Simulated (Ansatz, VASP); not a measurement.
One calculation of Sb, two programs

```
Sb
1.0
     2.15420    1.24373    3.75800
    -2.15420    1.24373    3.75800
     0.00000   -2.48746    3.75800
Sb
2
Direct
  0.76651 0.76651 0.76651
  0.23349 0.23349 0.23349
```

Alike in both runs: functional RPBE; k mesh 4 × 4 × 4; occupations fermi-dirac, width 0.05 eV; no spin polarisation.

```csv
,VASP,Ansatz
version,VASP 6.6.1,Ansatz 0.2.0
potentials or method,"VASP PAW PBE potentials, release 64 (Sb)",Ansatz PAW
plane-wave cutoff (eV),520,420
valence electrons in the cell,10,30
task,single point,band structure
```

|  | VASP | Ansatz | Ansatz less VASP |
| --- | --- | --- | --- |
| gap on the k mesh at the Fermi level (eV) | 0.13 | 0.15 | +0.023 |
| least direct gap on the mesh (eV) | 0.13 | 0.15 | +0.023 |
| pressure (GPa) | 4.1 | 4.1 | 0.00 |
| largest component of the traceless stress (GPa) | 0.89 | 0.85 | -0.035 |
| rms of the force components (eV/Å) | 0.004 | 0.018 | +0.0145 |

Atom by atom the forces differ by 0.015 eV/Å (rms over components). The two sets of potentials don't hold the same shells in valence.

Caveats: the k mesh is coarse (spacing up to 0.44 Å⁻¹), so the values aren't converged; spin-orbit coupling is left out, which moves the levels of the heavy elements; the PAW data sets were made with another functional, which shifts forces and pressure a little (VASP); the PAW data sets come from PBE, with cores solved anew for the run's functional, which leaves a small shift of forces and pressure (Ansatz).
